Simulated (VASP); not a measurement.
# VASP 6.6.1, PBE single-point calculation, InSb (strained zincblende)

INCAR

```
LCHARG = .FALSE.
EDIFF = 1E-7
LREAL = .FALSE.
GGA = PE
NELM = 120
SIGMA = 0.02
ISMEAR = -1
LASPH = .TRUE.
LWAVE = .FALSE.
ISIF = 2
NBANDS = 16
PREC = Accurate
IBRION = -1
NSW = 0
ENCUT = 520
```

KPOINTS

```
KPOINTS created by Atomic Simulation Environment
0
Gamma
6 6 6
0 0 0
```

KPOINTS_OPT

```
special points
7
Reciprocal
0.0000000000 0.0000000000 0.0000000000 1
-0.5000000000 -0.5000000000 0.0000000000 1
-0.3750000000 -0.3750000000 0.2500000000 1
-0.3750000000 0.0000000000 0.3750000000 1
0.0000000000 0.0000000000 0.5000000000 1
-0.5000000000 -0.2500000000 0.2500000000 1
-0.0354820000 0.0000000000 -0.0354820000 1
```

POSCAR

```
In Sb
 1.0000000000000000
     0.0000000000000000    3.4106935381999999    3.1350086261999999
     3.4106935381999999    0.0000000000000000    3.1350086261999999
     3.4106935381999999    3.4106935381999999    0.0000000000000000
 In  Sb
   1   1
Cartesian
  0.0000000000000000  0.0000000000000000  0.0000000000000000
  1.7053467690999999  1.7053467690999999  1.5675043130999995
```

VASP ran with the recommended PBE PAW datasets (18 valence electrons in the cell).

Command

```
mpirun -np 1 vasp_std
```

OSZICAR

```
N       E                     dE             d eps       ncg     rms          rms(c)
DAV:   1     0.115542778122E+03    0.11554E+03   -0.77581E+03   960   0.110E+03
DAV:   2     0.854579670837E+00   -0.11469E+03   -0.11115E+03  1072   0.287E+02
DAV:   3    -0.677054942591E+01   -0.76251E+01   -0.75915E+01  1232   0.748E+01
DAV:   4    -0.699532486629E+01   -0.22478E+00   -0.22471E+00  1216   0.147E+01
DAV:   5    -0.700937244583E+01   -0.14048E-01   -0.14047E-01  1464   0.308E+00    0.370E+00
DAV:   6    -0.691664867528E+01    0.92724E-01   -0.15515E-01  1448   0.564E+00    0.216E+00
DAV:   7    -0.690599024350E+01    0.10658E-01   -0.61528E-02  1288   0.218E+00    0.590E-01
DAV:   8    -0.690717402285E+01   -0.11838E-02   -0.71707E-03  1240   0.924E-01    0.212E-01
DAV:   9    -0.690785176973E+01   -0.67775E-03   -0.95141E-04  1248   0.256E-01    0.757E-02
DAV:  10    -0.690789902525E+01   -0.47256E-04   -0.50906E-05  1328   0.497E-02    0.346E-02
DAV:  11    -0.690794269875E+01   -0.43673E-04   -0.84444E-05  1136   0.575E-02    0.243E-02
DAV:  12    -0.690794394887E+01   -0.12501E-05   -0.15639E-06  1200   0.809E-03    0.752E-03
DAV:  13    -0.690794477917E+01   -0.83029E-06   -0.14680E-06  1176   0.696E-03    0.418E-03
DAV:  14    -0.690794444050E+01    0.33867E-06   -0.81262E-08  1056   0.205E-03    0.118E-03
DAV:  15    -0.690794446762E+01   -0.27124E-07   -0.18793E-08   840   0.105E-03
   1 F= -.69079445E+01 E0= -.69079438E+01  d E =-.133883E-05
       N       E                     dE             ncg
DAV:   1     0.104274387927E+04   -0.27906E+04      224
DAV:   2     0.271822898247E+03   -0.77092E+03      264
DAV:   3     0.223564873023E+03   -0.48258E+02      256
DAV:   4     0.222138851639E+03   -0.14260E+01      328
DAV:   5     0.222059395102E+03   -0.79457E-01      328
DAV:   6     0.222058287937E+03   -0.11072E-02      320
DAV:   7     0.222058227918E+03   -0.60019E-04      304
DAV:   8     0.222058227224E+03   -0.69410E-06      328
DAV:   9     0.222058227208E+03   -0.15249E-07      224
```

From OUTCAR

```
k-points           NKPTS =     30   k-points in BZ     NKDIM =     30   number of bands    NBANDS=     16

   NELECT =      18.0000    total number of electrons

   dimension x,y,z NGX =    36 NGY =   36 NGZ =   36
   dimension x,y,z NGXF=    72 NGYF=   72 NGZF=   72

  energy-cutoff  :      520.00
  volume of cell :       72.94
      direct lattice vectors                 reciprocal lattice vectors
     0.000000000  3.410693538  3.135008626    -0.146597750  0.146597750  0.159489194
     3.410693538  0.000000000  3.135008626     0.146597750 -0.146597750  0.159489194
     3.410693538  3.410693538  0.000000000     0.146597750  0.146597750 -0.159489194

 k-points in reciprocal lattice and weights: KPOINTS created by Atomic Simulation Env
   0.00000000  0.00000000  0.00000000       0.005
   0.16666667  0.00000000  0.00000000       0.037
   0.33333333  0.00000000  0.00000000       0.037
   0.50000000 -0.00000000  0.00000000       0.019
   0.16666667  0.16666667  0.00000000       0.009
   0.33333333  0.16666667  0.00000000       0.037
   0.50000000  0.16666667  0.00000000       0.037
  -0.33333333  0.16666667  0.00000000       0.037
   ...

 E-fermi :   4.4662

 k-point     1 :       0.0000    0.0000    0.0000
  band No.  band energies     occupation
      1     -10.0862      2.00000
      2     -10.0862      2.00000
      3     -10.0688      2.00000
      4     -10.0239      2.00000
      5     -10.0072      2.00000
      6      -5.8807      2.00000
      7       3.7756      2.00000
      8       4.2795      1.99982
      9       4.2795      1.99982
     10       4.6248      0.00072
     11       7.2678      0.00000
     12       7.4564      0.00000
     13       7.4564      0.00000
     14      10.0724      0.00000
     15      11.9601      0.00000
     16      12.7492      0.00000

 k-point     2 :       0.1667    0.0000    0.0000
  band No.  band energies     occupation
      1     -10.0912      2.00000
      2     -10.0819      2.00000
      3     -10.0686      2.00000
      4     -10.0245      2.00000
      5     -10.0067      2.00000
      6      -5.6574      2.00000
      7       1.9157      2.00000
      8       3.9501      2.00000
      9       4.2527      1.99995
     10       5.1855      0.00000
     11       7.5964      0.00000
     12       7.8242      0.00000
     13       8.1482      0.00000
     14      11.0721      0.00000
     15      11.3686      0.00000
     16      11.8992      0.00000

 k-point     3 :       0.3333    0.0000    0.0000
  band No.  band energies     occupation
      1     -10.1065      2.00000
      2     -10.0745      2.00000
      3     -10.0638      2.00000
      4     -10.0246      2.00000
      5     -10.0045      2.00000
      6      -5.0881      2.00000
      7      -0.0155      2.00000
      8       3.4627      2.00000
      9       3.8801      2.00000
     10       4.9253      0.00000
     11       8.0579      0.00000
     12       8.2866      0.00000
     13       9.9975      0.00000
     14      11.0403      0.00000
     15      12.1052      0.00000
     16      12.1821      0.00000

 k-point     4 :       0.5000   -0.0000    0.0000
  band No.  band energies     occupation
      1     -10.1147      2.00000
      2     -10.0714      2.00000
      3     -10.0614      2.00000
      4     -10.0241      2.00000
      5     -10.0028      2.00000
      6      -4.6848      2.00000
      7      -0.9018      2.00000
      8       3.2663      2.00000
      9       3.7318      2.00000
     10       4.7571      0.00000
     11       8.0125      0.00000
     12       8.4434      0.00000
     13      10.5703      0.00000
     14      12.1459      0.00000
     15      13.0442      0.00000
     16      13.6951      0.00000

 k-point     5 :       0.1667    0.1667    0.0000
  band No.  band energies     occupation
      1     -10.0873      2.00000
      2     -10.0776      2.00000
      3     -10.0776      2.00000
      4     -10.0279      2.00000
      5     -10.0045      2.00000
      6      -5.5553      2.00000
      7       1.9453      2.00000
      8       3.4833      2.00000
      9       3.4833      2.00000
     10       5.9000      0.00000
     11       6.7640      0.00000
     12       8.5596      0.00000
     13       8.5596      0.00000
     14      11.0264      0.00000
     15      11.9221      0.00000
     16      12.2797      0.00000

 k-point     6 :       0.3333    0.1667    0.0000
  band No.  band energies     occupation
      1     -10.1067      2.00000
      2     -10.0695      2.00000
      3     -10.0675      2.00000
      4     -10.0305      2.00000
      5     -10.0021      2.00000
      6      -5.0706      2.00000
      7       0.4105      2.00000
      8       2.9800      2.00000
      9       3.0061      2.00000
     10       5.9963      0.00000
     11       7.0725      0.00000
     12       9.0642      0.00000
     13       9.1749      0.00000
     14      11.4981      0.00000
     15      12.7363      0.00000
     16      12.8640      0.00000

 k-point     7 :       0.5000    0.1667    0.0000
  band No.  band energies     occupation
      1     -10.1182      2.00000
      2     -10.0658      2.00000
      3     -10.0612      2.00000
      4     -10.0287      2.00000
      5     -10.0017      2.00000
      6      -4.5559      2.00000
      7      -0.7762      2.00000
      8       2.5391      2.00000
      9       2.8980      2.00000
     10       5.8356      0.00000
     11       7.9976      0.00000
     12       8.8579      0.00000
     13       9.5959      0.00000
     14      12.3685      0.00000
     15      13.3926      0.00000
     16      13.6501      0.00000

 k-point     8 :      -0.3333    0.1667    0.0000
  band No.  band energies     occupation
      1     -10.1149      2.00000
      2     -10.0690      2.00000
      3     -10.0597      2.00000
      4     -10.0250      2.00000
      5     -10.0051      2.00000
      6      -4.7482      2.00000
      7      -0.4684      2.00000
      8       2.4728      2.00000
      9       3.2119      2.00000
     10       5.8641      0.00000
     11       8.3044      0.00000
     12       8.5774      0.00000
     13      10.0410      0.00000
     14      11.6093      0.00000
     15      11.8422      0.00000
     16      13.3617      0.00000

 k-point     9 :      -0.1667    0.1667    0.0000
  band No.  band energies     occupation
      1     -10.1032      2.00000
      2     -10.0771      2.00000
      3     -10.0612      2.00000
      4     -10.0233      2.00000
      5     -10.0076      2.00000
      6      -5.3312      2.00000
      7       0.8296      2.00000
      8       3.0666      2.00000
      9       3.7591      2.00000
     10       5.8907      0.00000
     11       8.0670      0.00000
     12       8.2228      0.00000
     13       8.6543      0.00000
     14      10.7589      0.00000
     15      11.8021      0.00000
     16      12.4565      0.00000

 k-point    10 :       0.3333    0.3333    0.0000
  band No.  band energies     occupation
      1     -10.1222      2.00000
      2     -10.0600      2.00000
      3     -10.0600      2.00000
      4     -10.0368      2.00000
      5      -9.9991      2.00000
      6      -4.7020      2.00000
      7       0.0232      2.00000
      8       2.4860      2.00000
      9       2.4860      2.00000
     10       5.3592      0.00000
     11       6.5051      0.00000
     12      10.5496      0.00000
     13      10.5496      0.00000
     14      11.2213      0.00000
     15      13.2198      0.00000
     16      14.7262      0.00000

 k-point    11 :       0.5000    0.3333    0.0000
  band No.  band energies     occupation
      1     -10.1308      2.00000
      2     -10.0556      2.00000
      3     -10.0556      2.00000
      4     -10.0373      2.00000
      5      -9.9986      2.00000
      6      -4.2391      2.00000
      7      -0.7792      2.00000
      8       1.9098      2.00000
      9       2.3372      2.00000
     10       5.6635      0.00000
     11       6.6941      0.00000
     12      10.3100      0.00000
     13      10.7511      0.00000
     14      12.7977      0.00000
     15      13.7785      0.00000
     16      14.3408      0.00000

 k-point    12 :      -0.3333    0.3333    0.0000
  band No.  band energies     occupation
      1     -10.1252      2.00000
      2     -10.0594      2.00000
      3     -10.0574      2.00000
      4     -10.0314      2.00000
      5     -10.0023      2.00000
      6      -4.2739      2.00000
      7      -0.8631      2.00000
      8       1.6347      2.00000
      9       2.6382      2.00000
     10       5.8729      0.00000
     11       8.4988      0.00000
     12       9.9623      0.00000
     13      10.0070      0.00000
     14      10.6917      0.00000
     15      11.9654      0.00000
     16      15.7210      0.00000

 ...

  Total       -0.2833237     -0.2833237      0.5646670      0.0000000      0.0000000      0.0000000
  in kB       -6.2235667     -6.2235667     12.4036324      0.0000000      0.0000000      0.0000000
  external PRESSURE =      -0.0145003 kB  Pullay stress =       0.0000000 kB

 POSITION                                       TOTAL-FORCE (eV/Angst)
 -----------------------------------------------------------------------------------
      0.00000      0.00000      0.00000         0.000000      0.000000     -0.000000
      1.70535      1.70535      1.56750        -0.000000     -0.000000      0.000000
 -----------------------------------------------------------------------------------
    total drift:                                0.000000      0.000000     -0.000001

  FREE ENERGIE OF THE ION-ELECTRON SYSTEM (eV)
  ---------------------------------------------------
  free  energy   TOTEN  =        -6.9079444676 eV

  energy  without entropy=       -6.9079431288  energy(sigma->0) =       -6.90794380
```

```
gap between bands v and c : 0.00 eV
least direct gap          : 0.00 eV
pressure                  : 0.0 GPa
```

Band v is the last that the valence electrons fill when counted band by band, and c is the next.

The run took about 44 s on one core of a shared host (Intel Xeon Platinum 8488C) and held 0.24 GiB at most.
